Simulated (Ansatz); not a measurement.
**Field gradients at the nuclei in SiC**

The cell is a Materials Project structure (computed, not necessarily an observed phase).

```
CELL_PARAMETERS angstrom
3.07648 0.00000 0.00000
-1.53824 2.66431 0.00000
0.00000 0.00000 40.26768
ATOMIC_POSITIONS crystal
Si 0.33333 0.66667 0.81251
Si 0.33333 0.66667 0.56249
Si 0.00000 0.00000 0.37503
Si 0.66667 0.33333 0.93744
Si 0.66667 0.33333 0.06249
Si 0.00000 0.00000 0.24998
Si 0.00000 0.00000 0.87503
Si 0.66667 0.33333 0.68746
Si 0.66667 0.33333 0.49997
Si 0.33333 0.66667 0.43744
Si 0.33333 0.66667 0.99997
Si 0.00000 0.00000 0.74998
Si 0.66667 0.33333 0.31251
Si 0.00000 0.00000 0.62492
Si 0.33333 0.66667 0.18746
Si 0.00000 0.00000 0.12492
C 0.00000 0.00000 0.17179
C 0.33333 0.66667 0.48431
C 0.66667 0.33333 0.35952
C 0.33333 0.66667 0.04698
C 0.66667 0.33333 0.54698
C 0.00000 0.00000 0.92190
C 0.33333 0.66667 0.60936
C 0.66667 0.33333 0.73448
C 0.00000 0.00000 0.42190
C 0.66667 0.33333 0.98431
C 0.00000 0.00000 0.79683
C 0.66667 0.33333 0.10936
C 0.33333 0.66667 0.85952
C 0.00000 0.00000 0.29683
C 0.00000 0.00000 0.67179
C 0.33333 0.66667 0.23448
```

Atoms are numbered from 1 in the order listed; like atoms form one site, named after its first atom.

The numbers come from a DFT calculation in Ansatz (PBE, plane waves and PAW, scalar-relativistic, 420 eV cutoff, Γ-centred 10×10×1 k-points, Fermi–Dirac smearing 0.02 eV).

V_zz is the principal component of the electric field gradient with the largest magnitude, η = (V_xx − V_yy)/V_zz and C_Q = eQV_zz/h. Directions are in the Cartesian axes of the cell vectors above, for the atom listed; none is given where the gradient is under 0.02 or η is above 0.95.

Question: What field gradients does the calculation give at each kind of site?

Answer: 

```
site  first atom          first shell  V_zz (10²¹ V/m²)     η  direction of V_zz (x, y, z)
 Si1           1        4 C at 1.89 Å            -0.055  0.00               0.00 0.00 1.00
 Si2           2   4 C at 1.88–1.89 Å              0.27  0.00               0.00 0.00 1.00
 Si3           3   4 C at 1.88–1.89 Å              0.26  0.00               0.00 0.00 1.00
 Si4           4   4 C at 1.88–1.89 Å              0.22  0.00               0.00 0.00 1.00
 Si6           6   4 C at 1.88–1.89 Å              0.31  0.00               0.00 0.00 1.00
 Si8           8        4 C at 1.89 Å            -0.043  0.00               0.00 0.00 1.00
 Si9           9   4 C at 1.88–1.89 Å            -0.051  0.00               0.00 0.00 1.00
Si14          14   4 C at 1.88–1.89 Å              0.22  0.00               0.00 0.00 1.00
 C17          17       4 Si at 1.89 Å             0.053  0.00               0.00 0.00 1.00
 C18          18  4 Si at 1.88–1.89 Å             0.051  0.00               0.00 0.00 1.00
 C19          19  4 Si at 1.88–1.89 Å              0.20  0.00               0.00 0.00 1.00
 C20          20  4 Si at 1.88–1.89 Å              0.20  0.00               0.00 0.00 1.00
 C22          22  4 Si at 1.88–1.89 Å             0.014  0.00                            –
 C23          23  4 Si at 1.88–1.89 Å             0.018  0.00                            –
 C24          24  4 Si at 1.88–1.89 Å              0.20  0.00               0.00 0.00 1.00
 C27          27       4 Si at 1.89 Å             0.059  0.00               0.00 0.00 1.00
```

An axis of threefold or higher order runs through Si1, Si2, Si3, Si4, Si6 and Si8 and others, so V_zz lies along it and η is zero.
